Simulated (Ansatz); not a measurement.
# WS2 (Tungstenite) (P6_3/mmc) in Ansatz: notebook

The runs below take WS2 (Tungstenite) through relaxation of cell and atoms, with PBEsol.

Everything below comes from runs of Ansatz 0.2.0. Logs are shortened: lines on timing, memory, paths and dates and some standing lists are left out, and cuts for length are marked.

### Step 1. The crystal as given

The structure is hexagonal, space group P6_3/mmc (No. 194). Conventional cell: a = 3.180 Å, b = 3.180 Å, c = 12.500 Å, α = 90.00°, β = 90.00°, γ = 120.00°. W (site symmetry -6m2) is surrounded by 6 S at 2.41 Å. S (site symmetry 3m) is surrounded by 3 W at 2.41 Å.

### Step 2. Relaxation of cell and atoms, PBEsol

input.yaml reads:

```yaml
crystal:
  lattice:
    - [3.18, 0.0, 0.0]
    - [-1.59, 2.753960784, 0.0]
    - [0.0, 0.0, 12.5]
  atoms:
    - { symbol: W, position: [0.6666666667, 0.3333333333, 0.75] }
    - { symbol: W, position: [0.3333333333, 0.6666666667, 0.25] }
    - { symbol: S, position: [0.6666666667, 0.3333333333, 0.375] }
    - { symbol: S, position: [0.3333333333, 0.6666666667, 0.875] }
    - { symbol: S, position: [0.6666666667, 0.3333333333, 0.125] }
    - { symbol: S, position: [0.3333333333, 0.6666666667, 0.625] }
hamiltonian:
  xc: pbesol
  pseudopotentials: { kind: paw }
kpoints:
  mp_grid: { grid: [10, 10, 3] }
scf:
  occupations: { method: fermi_dirac, width: 0.05 }
output:
  forces: true
  stress: true
  eigenvalues: true
relax:
  f_tol: 0.01
  max_steps: 40
  cell: { stress_tol: 0.05 }
```

Potentials or basis: Ansatz PAW.

Run with:

```
$ ansatz run input.yaml --threads 2 --pin off --max-ram 5632MiB --backend cpu --events-out ev --progress --plain --runs-dir out
```

Output:

```text
Warning: RAYON_NUM_THREADS=2 ignored (pool sized by the plan → 2); use --threads N
Engine: ansatz 0.2.0, x86_64-unknown-linux-gnu
Pseudopotentials: kind: paw
Pseudopotential: W, paw, valence charge 14, recommended cutoff 420 eV (normal), W.paw.azcp
Pseudopotential: S, paw, valence charge 6, recommended cutoff 420 eV (normal), S.paw.azcp
Functional definition: PBEsol
  exchange = pbesol_x
  correlation = pbesol_c
Crystal: 6 atoms, lattice volume = 109.470 Å³
Basis set: ecut = 420 eV, 2129 PW (Γ), exchange–correlation on 48×48×180 points (8 copies of the dense FFT grid, shifted against one another)
Bands: 32, of which v1, the nominal top of the filled ones, is band 26 counted from 1 (25 counted from 0)
Symmetry: 24 space group operations
Space group: P63/mmc (ITA 194), of the structure as read, at distance tolerance 4.8e-5 Å
k-points: 28 of 300
Non-local potential: W, projectors of the file, l = 0: 3, l = 1: 2, l = 2: 2, l = 3: 1
Non-local potential: S, projectors of the file, l = 0: 2, l = 1: 2, l = 2: 2
PAW form: soft (Blöchl's): semilocal exchange-correlation on the pseudo side does not see the compensation charge
PAW frozen core: W, regenerated for the run's functional, and the local potential with it (the file was generated under x = pbe(κ = 0.804, μ = 0.2195149727645171), c = pbe(β = 0.06672455060314922))
PAW frozen core: S, regenerated for the run's functional, and the local potential with it (the file was generated under x = pbe(κ = 0.804, μ = 0.2195149727645171), c = pbe(β = 0.06672455060314922))
PAW one-centre angular grid: W, 590 points (default); XC on 64 Gauss nodes
PAW one-centre angular grid: S, 110 points (default); XC on 64 Gauss nodes
Initial density: superposition of atomic densities (neutral atoms: chi_scale 0, normalization atom), corrected by the library's trained network
Initial wavefunctions: pseudopotential atomic-orbital guess
Functional: x = pbesol(κ = 0.804, μ = 0.12345679012345678), c = pbesol(β = 0.046)
SCF iter   1: F=—  HF=-24058.147645 eV  |F-HF|=—  |Δ(HF+E_count)|=         —  Δρ=8.29e-3  dr2=1.28e-1  ethr=1.77e-3  ⟨swp⟩=6.2  Hψ=4155  notcnv=0
preconditioner: auto → Resta (q_TF=auto, 2.410 Å⁻¹)  ε∞=7.6  [insulator: Δε(μ)=1.062 eV  Ē_g=8.309 eV  σ=0.050 eV  W_gap=1.00  n_scr=26 (ndim 8)  ℏωp=21.3 eV  f_vac=0.025  D(μ)=0.00/eV (n_scr^D=0)  ε∞_Penn≈7.6]
SCF iter   2: F=—  HF=-24058.132209 eV  |F-HF|=—  |Δ(HF+E_count)|=   1.54e-2  Δρ=3.10e-3  dr2=5.52e-3  ethr=2.45e-4  ⟨swp⟩=2.5  Hψ=1398  notcnv=0  defer=16
SCF iter   3: F=—  HF=-24058.133499 eV  |F-HF|=—  |Δ(HF+E_count)|=   1.29e-3  Δρ=1.75e-3  dr2=1.69e-3  ethr=1.06e-5  ⟨swp⟩=2.4  Hψ=1238  notcnv=0  defer=16
SCF iter   4: F=—  HF=-24058.134176 eV  |F-HF|=—  |Δ(HF+E_count)|=   6.76e-4  Δρ=7.09e-4  dr2=2.93e-4  ethr=3.26e-6  ⟨swp⟩=2.2  Hψ=1385  notcnv=0  defer=16
SCF iter   5: F=—  HF=-24058.134328 eV  |F-HF|=—  |Δ(HF+E_count)|=   1.52e-4  Δρ=1.46e-4  dr2=1.68e-5  ethr=5.63e-7  ⟨swp⟩=2.5  Hψ=1389  notcnv=0  defer=16
SCF iter   6: F=—  HF=-24058.134326 eV  |F-HF|=—  |Δ(HF+E_count)|=   1.77e-6  Δρ=1.61e-5  dr2=3.19e-7  ethr=3.24e-8  ⟨swp⟩=2.0  Hψ=1306  notcnv=0  defer=16
SCF iter   7: F=-24058.134327 eV  HF=-24058.134327 eV  |F-HF|=5.45e-9  |Δ(HF+E_count)|=   3.13e-7  Δρ=2.41e-6  dr2=6.35e-9  ethr=1.92e-10  ⟨swp⟩=7.9  Hψ=4329  notcnv=0
SCF 1 converged in 7 iterations: F = -24058.134327 eV  dr2 = 6.35e-9
relax step   1: F+E_penalty+E_count = -24058.13432661 eV  Δ(F+E_penalty+E_count) = +0.000e0 eV  max|allowed force component| = 1.536e-1 eV/Å  Δτ_max = 0.0000 Å  P = -2.710 GPa  Ω = 109.470 Å³  (7 SCF iters, dr2 threshold 1.00e-7 eV, accepted)
Crystal: 6 atoms, lattice volume = 104.656 Å³
Basis set: ecut = 420 eV, 2035 PW (Γ), exchange–correlation on 48×48×180 points (8 copies of the dense FFT grid, shifted against one another)
Initial density: handed on by an earlier stage of this run
Initial wavefunctions: those handed on with the density
iter 1 solved again at ethr=1.92e-4 eV; its pass at ethr=3.10e-3 eV (dr2=9.98e-2 eV) is discarded
SCF iter   1: F=—  HF=-24058.119657 eV  |F-HF|=—  |Δ(HF+E_count)|=         —  Δρ=4.47e-3  dr2=1.05e-1  ethr=1.92e-4  ⟨swp⟩=1.8  Hψ=5053  notcnv=0
preconditioner: auto → Resta (q_TF=auto, 2.428 Å⁻¹)  ε∞=7.5  [insulator: Δε(μ)=1.141 eV  Ē_g=8.546 eV  σ=0.050 eV  W_gap=1.00  n_scr=26 (ndim 8)  ℏωp=21.8 eV  f_vac=0.013  D(μ)=0.00/eV (n_scr^D=0)  ε∞_Penn≈7.5]
SCF iter   2: F=—  HF=-24058.104155 eV  |F-HF|=—  |Δ(HF+E_count)|=   1.55e-2  Δρ=2.21e-3  dr2=9.07e-3  ethr=1.92e-4  ⟨swp⟩=2.4  Hψ=1325  notcnv=0
[... 39 lines left out ...]
SCF iter   5: F=—  HF=-24058.160203 eV  |F-HF|=—  |Δ(HF+E_count)|=   2.56e-8  Δρ=2.85e-6  dr2=1.17e-8  ethr=7.86e-10  ⟨swp⟩=2.0  Hψ=1227  notcnv=0
SCF iter   6: F=-24058.160203 eV  HF=-24058.160203 eV  |F-HF|=8.26e-10  |Δ(HF+E_count)|=   1.25e-8  Δρ=7.29e-7  dr2=6.40e-10  ethr=1.40e-11  ⟨swp⟩=5.2  Hψ=3295  notcnv=0
SCF 5 converged in 6 iterations: F = -24058.160203 eV  dr2 = 6.40e-10
relax step   5: F+E_penalty+E_count = -24058.16020340 eV  Δ(F+E_penalty+E_count) = +7.737e-7 eV  max|allowed force component| = 1.876e-3 eV/Å  Δτ_max = 0.0027 Å  P = -0.010 GPa  Ω = 108.818 Å³  energy of the carried Pulay correction = +1.000e-4 eV  (6 SCF iters, dr2 threshold 7.30e-9 eV, accepted)
Initial wavefunctions: pseudopotential atomic-orbital guess (no wavefunctions were taken with the density)
iter 1 solved again at ethr=2.60e-7 eV; its pass at ethr=3.10e-3 eV (dr2=1.35e-4 eV) is discarded
SCF iter   1: F=—  HF=-24058.160152 eV  |F-HF|=—  |Δ(HF+E_count)|=         —  Δρ=4.85e-5  dr2=1.37e-7  ethr=2.60e-7  ⟨swp⟩=3.1  Hψ=6599  notcnv=0
SCF iter   2: F=—  HF=-24058.160124 eV  |F-HF|=—  |Δ(HF+E_count)|=   2.79e-5  Δρ=2.46e-5  dr2=3.50e-8  ethr=2.63e-10  ⟨swp⟩=3.1  Hψ=1969  notcnv=0
SCF iter   3: F=—  HF=-24058.160127 eV  |F-HF|=—  |Δ(HF+E_count)|=   3.53e-6  Δρ=1.10e-6  dr2=1.22e-9  ethr=6.74e-11  ⟨swp⟩=2.0  Hψ=1307  notcnv=0
SCF iter   4: F=—  HF=-24058.160127 eV  |F-HF|=—  |Δ(HF+E_count)|=   2.14e-9  Δρ=3.88e-7  dr2=1.48e-10  ethr=2.34e-12  ⟨swp⟩=2.0  Hψ=1196  notcnv=0
SCF iter   5: F=—  HF=-24058.160127 eV  |F-HF|=—  |Δ(HF+E_count)|=  1.82e-11  Δρ=1.62e-7  dr2=6.48e-11  ethr=1.00e-12  ⟨swp⟩=5.8  Hψ=3648  notcnv=0
SCF iter   6: F=-24058.160127 eV  HF=-24058.160127 eV  |F-HF|=7.28e-12  |Δ(HF+E_count)|=  1.09e-11  Δρ=3.70e-8  dr2=2.75e-12  ethr=1.00e-12  ⟨swp⟩=4.8  Hψ=2943  notcnv=0
SCF 6 converged in 6 iterations: F = -24058.160127 eV  dr2 = 2.75e-12
relax step   6: F+E_penalty+E_count = -24058.16012717 eV  Δ(F+E_penalty+E_count) = +7.623e-5 eV  max|allowed force component| = 1.855e-3 eV/Å  Δτ_max = 0.0000 Å  P = -0.010 GPa  Ω = 108.818 Å³  stress off target by 1.25e-2 GPa  SCF on the basis re-selected at this cell (its energy is not comparable with the rows above)  (6 SCF iters)
basis re-selected at this cell: Δ(F+E_penalty+E_count) = +7.623e-5 eV, ΔP = +0.000 GPa vs the last step (what re-selecting the basis moved, of the pressure what is left beyond the Pulay correction that the steps carried, after the strain that the cell walked since its last selection, with what the two solves' SCF thresholds leave and, on support functions, any second-order correction that the steps lacked; it is no measure of the basis error at this ecutwfc). This SCF's stress stands 1.25e-2 GPa from its target on what of the cell is left free (relax.cell.stress_tol is 5.00e-2 GPa) and its largest allowed force component is 1.86e-3 eV/Å (relax.f_tol is 1.00e-2 eV/Å): within both
SCF converged after 6 iterations
Free energy (F): -24058.160127 eV
Harris-Foulkes:  -24058.160127 eV  (|F-HF|=7.28e-12)
Internal energy: -24058.160127 eV  (E = F + TS)
E sigma→0 (E₀):  -24058.160127 eV
Entropy (-TS):   -0.000000 eV (-0.000 meV/atom)
Fermi energy:    11.659314 eV
--- Per-component energies (eV) ---
  E_band       = -397.320575
  E_kinetic    = 1333.943887
  E_local      = -3771.890265  (includes V_loc(G=0)·N_el)
  E_nonlocal   = 120.660512
  E_hartree    = 1512.491877
  E_xc         = -917.553973
  E_vxc        = -830.175745  (∫ρ·V_xc dr)
  E_paw        = -19209.059389  (= ΣΔE_a)
  E_vpaw       = -274.842644  (= ΣTr[D̂ρ^β])
  E_aug_tail   = -0.000133  (compensation charges beyond the density's cutoff)
  E_ewald      = -3127.444026
  E_core_change = 0.691382  (= ΣΔE_core)
  E_smearing   = -0.000000  (= −TS)
  E_closure    = -0.000000  (closes the sum)
  Σ components = -24058.160127   (vs F -24058.160127, Δ=0.00e0)
--- Forces (eV/Å), atoms counted from 1 ---
  atom   1  W      0.00000000     0.00000000    -0.00000000
  atom   2  W      0.00000000    -0.00000000     0.00000000
  atom   3  S     -0.00000000     0.00000000    -0.00185527
  atom   4  S      0.00000000    -0.00000000    -0.00185527
  atom   5  S     -0.00000000     0.00000000     0.00185527
  atom   6  S      0.00000000    -0.00000000     0.00185527
  max |Σ_I F_I| component: 6.94e-18 eV/Å
--- Stress (GPa, compression-positive) ---
       -0.008245      -0.000000      -0.000000
        0.000000      -0.008245      -0.000000
       -0.000000      -0.000000      -0.012525
  P = ⅓ Tr σ = -0.0097 GPa (-0.097 kbar)
--- Band table (eV; the first three rows and the last of 28) ---
  k-point 0: bands = ["-63.2441", "-63.2441", "-27.5582", "-27.5582", "-27.3612", "-27.3612", "-27.3611", "-27.3611", "-4.3836", "-4.2262", "-2.7687", "-2.4588", "3.6666", "4.4871", "7.5104", "7.7401", "7.7401", "7.7484", "7.7484", "9.0114", "9.0114", "9.0442", "9.0442", "9.4882", "9.9991", "11.1286", "13.5765", "13.5765", "13.5832", "13.5832", "13.6904", "13.6904"]
  k-point 1: bands = ["-63.2441", "-63.2441", "-27.5582", "-27.5582", "-27.3611", "-27.3611", "-27.3611", "-27.3611", "-4.3484", "-4.2703", "-2.6881", "-2.5338", "3.8412", "4.2426", "7.7422", "7.7422", "7.7463", "7.7463", "7.9096", "8.7683", "9.0196", "9.0196", "9.0360", "9.0360", "10.5407", "10.9840", "13.5751", "13.5751", "13.5771", "13.5771", "13.7258", "13.7258"]
  k-point 2: bands = ["-63.2422", "-63.2422", "-27.5514", "-27.5514", "-27.3985", "-27.3985", "-27.3698", "-27.3698", "-4.2104", "-4.0530", "-2.6979", "-2.4017", "3.8713", "4.6909", "7.2454", "7.3049", "7.3226", "7.9075", "7.9215", "8.3225", "8.7444", "8.7820", "9.0496", "9.7826", "10.0136", "10.8573", "13.2950", "13.4269", "13.5105", "13.5255", "13.5413", "13.6734"]
  k-point 27: bands = ["-63.2219", "-63.2219", "-27.6627", "-27.6626", "-27.5818", "-27.5818", "-27.4791", "-27.4791", "-1.7615", "-1.7447", "-1.6622", "-1.6459", "4.7185", "4.7707", "4.9234", "4.9477", "6.2027", "6.2072", "6.6018", "6.6748", "7.2158", "7.3398", "8.2239", "8.3392", "10.3921", "10.4684", "12.7201", "12.7367", "13.6341", "14.0814", "14.5001", "14.6362"]
--- Relaxed structure (5 steps of the walk, 4 accepted, 1 SCFs on fresh bases) ---
  F+E_penalty+E_count = -24058.16012717 eV   max|allowed force component| = 1.855e-3 eV/Å   (the final SCF, on the basis selected at the relaxed cell)
  cell:  # Å, volume = 108.8175 Å³
    - [3.146190153487675, 8.53515446177613e-34, -6.310679830175725e-33]
    - [-1.5730950767438374, 2.7246805980567883, 3.0075067033054177e-33]
    - [-2.4806131408078894e-32, -1.3420054185266687e-33, 12.693994345874923]
  atoms:
    - { symbol: W, position: [0.6666666666666665, 0.33333333333333326, 0.7499999999999999] }
    - { symbol: W, position: [0.33333333333333326, 0.6666666666666665, 0.25] }
    - { symbol: S, position: [0.6666666666666665, 0.33333333333333326, 0.37349262654217225] }
    - { symbol: S, position: [0.33333333333333326, 0.6666666666666665, 0.8734926265421723] }
    - { symbol: S, position: [0.6666666666666665, 0.33333333333333326, 0.12650737345782775] }
    - { symbol: S, position: [0.33333333333333326, 0.6666666666666665, 0.6265073734578277] }
```

It took 67 s on 2 threads of AMD EPYC (Zen 3), shared host; peak memory 0.45 GiB.

Results:

```yaml
Free_energy: -24058.1601 eV
Relaxed_volume: 18.14 Å³/atom
Relaxed_cell: a = 3.146 Å, b = 3.146 Å, c = 12.694 Å, α = 90.00°, β = 90.00°, γ = 120.00°
Space_group_after_relaxing_to_0.05_Å: P6_3/mmc (No. 194)
Energy_gained_by_relaxing: 4.3 meV/atom
Ionic_steps: 5
Pressure_after_relaxing: 0.0 GPa
Band_gap_on_the_k_mesh: 1.17 eV, indirect (least direct gap 2.20 eV)
```

The path:
```tsv
step	energy change (eV)	largest force (eV/Å)	volume (Å³)
1	0.0000	0.1536	109.47
2	-0.0254	0.0553	108.45
3	-0.0259	0.0094	108.63
4	-0.0259	0.0019	108.82
5	-0.0258	0.0019	108.82
```

Final structure:
```yaml
crystal:
  lattice:
    - [3.14619, 0.00000, 0.00000]
    - [-1.57310, 2.72468, 0.00000]
    - [0.00000, 0.00000, 12.69399]
  atoms:
    - { symbol: W, position: [0.66667, 0.33333, 0.75000] }
    - { symbol: W, position: [0.33333, 0.66667, 0.25000] }
    - { symbol: S, position: [0.66667, 0.33333, 0.37349] }
    - { symbol: S, position: [0.33333, 0.66667, 0.87349] }
    - { symbol: S, position: [0.66667, 0.33333, 0.12651] }
    - { symbol: S, position: [0.33333, 0.66667, 0.62651] }
```

Caveat: odd divisions of the mesh miss points on the zone boundary, where band edges often lie, so the gap on the mesh can be too wide; the plane-wave basis is chosen anew once the cell has moved, so the energies of steps on either side of that aren't comparable; spin-orbit coupling is left out, which moves the levels of the heavy elements; this functional lacks dispersion, which binds the layers, so the pressure and a relaxed spacing across them are unreliable; the PAW data sets come from PBE, with cores solved anew for the run's functional, which leaves a small shift of forces and pressure. A hybrid or GW would open this gap; PBEsol tends to underestimate it.

### Step 3. Relaxation of cell and atoms, PBEsol, target pressure 2 GPa, at which the enthalpy is minimised

Edit input.yaml of step 2 so:

```diff
@@ -26,2 +26,2 @@
   max_steps: 40
-  cell: { stress_tol: 0.05 }
+  cell: { stress_tol: 0.05, p_target: 2.0 }
```

Potentials or basis: Ansatz PAW.

Run with:

```
$ ansatz run input.yaml --threads 2 --pin off --max-ram 5632MiB --backend cpu --events-out ev --progress --plain --runs-dir out
```

Output:

```text
Warning: RAYON_NUM_THREADS=2 ignored (pool sized by the plan → 2); use --threads N
[... 7 set-up lines as earlier in the session ...]
Crystal: 6 atoms, lattice volume = 109.470 Å³
Basis set: ecut = 420 eV, 2129 PW (Γ), exchange–correlation on 48×48×180 points (8 copies of the dense FFT grid, shifted against one another)
Bands: 32, of which v1, the nominal top of the filled ones, is band 26 counted from 1 (25 counted from 0)
[... 2 set-up lines as earlier in the session ...]
k-points: 28 of 300
[... 2 set-up lines as earlier in the session ...]
[... 115 lines left out ...]
--- Stress (GPa, compression-positive) ---
        2.001892      -0.000000       0.000000
       -0.000000       2.001892       0.000000
        0.000000       0.000000       1.998988
  P = ⅓ Tr σ = 2.0009 GPa (20.009 kbar)
--- Band table (eV; the first three rows and the last of 28) ---
  k-point 0: bands = ["-62.2038", "-62.2038", "-26.5325", "-26.5324", "-26.3175", "-26.3175", "-26.3175", "-26.3175", "-3.5250", "-3.2246", "-1.9702", "-1.4010", "4.3727", "5.6370", "8.1920", "8.7600", "8.7600", "8.7777", "8.7777", "10.0299", "10.0299", "10.1000", "10.1000", "10.8964", "10.9101", "12.3198", "14.6162", "14.6162", "14.6280", "14.6280", "14.6577", "14.6577"]
  k-point 1: bands = ["-62.2038", "-62.2038", "-26.5324", "-26.5324", "-26.3175", "-26.3175", "-26.3175", "-26.3175", "-3.4640", "-3.3177", "-1.8147", "-1.5343", "4.6282", "5.2330", "8.7496", "8.7643", "8.7643", "8.7732", "8.7732", "9.8306", "10.0474", "10.0474", "10.0824", "10.0824", "11.7192", "12.1796", "14.6038", "14.6038", "14.6086", "14.6086", "14.7398", "14.7398"]
  k-point 2: bands = ["-62.2017", "-62.2017", "-26.5252", "-26.5252", "-26.3570", "-26.3570", "-26.3266", "-26.3266", "-3.3483", "-3.0477", "-1.8918", "-1.3466", "4.5821", "5.8448", "7.9560", "8.3127", "8.3486", "8.9279", "8.9570", "9.4190", "9.7548", "9.8338", "10.0769", "10.9283", "11.0607", "11.9592", "14.3726", "14.4768", "14.4826", "14.5779", "14.5981", "14.7675"]
  k-point 27: bands = ["-62.1798", "-62.1798", "-26.6360", "-26.6360", "-26.5507", "-26.5507", "-26.4483", "-26.4483", "-0.7765", "-0.7511", "-0.6844", "-0.6610", "5.6262", "5.7154", "5.8476", "5.8810", "7.1423", "7.1462", "7.4393", "7.5240", "8.2706", "8.4210", "9.1633", "9.3647", "11.3657", "11.4923", "13.7898", "13.8130", "14.4783", "15.1061", "15.5484", "15.6902"]
--- Relaxed structure (5 steps of the walk, 4 accepted, 1 SCFs on fresh bases) ---
  F+E_penalty+E_count = -24058.12696132 eV   max|allowed force component| = 5.034e-3 eV/Å   (the final SCF, on the basis selected at the relaxed cell)
  cell:  # Å, volume = 102.4736 Å³
    - [3.1299135106311686, -8.468473567543501e-35, 1.1095700800308967e-33]
    - [-1.5649567553155843, 2.7105846118547277, -5.5478504001544834e-34]
    - [4.026016255580006e-33, 0.0, 12.078603685746899]
  atoms:
    - { symbol: W, position: [0.6666666666666666, 0.3333333333333333, 0.75] }
    - { symbol: W, position: [0.3333333333333333, 0.6666666666666666, 0.25] }
    - { symbol: S, position: [0.6666666666666666, 0.3333333333333333, 0.3800003606435843] }
    - { symbol: S, position: [0.3333333333333333, 0.6666666666666666, 0.8800003606435841] }
    - { symbol: S, position: [0.6666666666666666, 0.3333333333333333, 0.11999963935641576] }
    - { symbol: S, position: [0.3333333333333333, 0.6666666666666666, 0.6199996393564158] }
```

It took 46 s on 2 threads of AMD EPYC (Zen 3), shared host; peak memory 0.45 GiB.

Results:

```
Free energy                                            : -24058.1270 eV
Relaxed volume                                         : 17.08 Å³/atom
Relaxed cell                                           : a = 3.130 Å, b = 3.130 Å, c = 12.079 Å, α = 90.00°, β = 90.00°, γ = 120.00°
Space group after relaxing (to 0.05 Å)                 : P6_3/mmc (No. 194)
Energy change on relaxing (the enthalpy is what falls) : +1.2 meV/atom
Ionic steps                                            : 5
Pressure after relaxing                                : 2.0 GPa
Largest force after relaxing                           : 0.005 eV/Å
Band gap on the k mesh                                 : 0.88 eV, indirect (least direct gap 2.21 eV)
```

Forces on the atoms (eV/Å):
```
W    0.000  0.000  0.000
W    0.000  0.000  0.000
S    0.000  0.000 -0.005
S    0.000  0.000 -0.005
S    0.000  0.000  0.005
S    0.000  0.000  0.005
```

The path:
```
step  energy change (eV)  largest force (eV/Å)  volume (Å³)
   1              0.0000                0.1536       109.47
   2             -0.0077                0.1324       104.00
   3             -0.0008                0.0037       103.13
   4              0.0063                0.0053       102.47
   5              0.0074                0.0050       102.47
```

Final structure:
```yaml
crystal:
  lattice:
    - [3.12991, 0.00000, 0.00000]
    - [-1.56496, 2.71058, 0.00000]
    - [0.00000, 0.00000, 12.07860]
  atoms:
    - { symbol: W, position: [0.66667, 0.33333, 0.75000] }
    - { symbol: W, position: [0.33333, 0.66667, 0.25000] }
    - { symbol: S, position: [0.66667, 0.33333, 0.38000] }
    - { symbol: S, position: [0.33333, 0.66667, 0.88000] }
    - { symbol: S, position: [0.66667, 0.33333, 0.12000] }
    - { symbol: S, position: [0.33333, 0.66667, 0.62000] }
```

Caveat: odd divisions of the mesh miss points on the zone boundary, where band edges often lie, so the gap on the mesh can be too wide; the plane-wave basis is chosen anew once the cell has moved, so the energies of steps on either side of that aren't comparable; spin-orbit coupling is left out, which moves the levels of the heavy elements; this functional lacks dispersion, which binds the layers, so the pressure and a relaxed spacing across them are unreliable; the PAW data sets come from PBE, with cores solved anew for the run's functional, which leaves a small shift of forces and pressure.

(Part 1 of 2 ends here.)
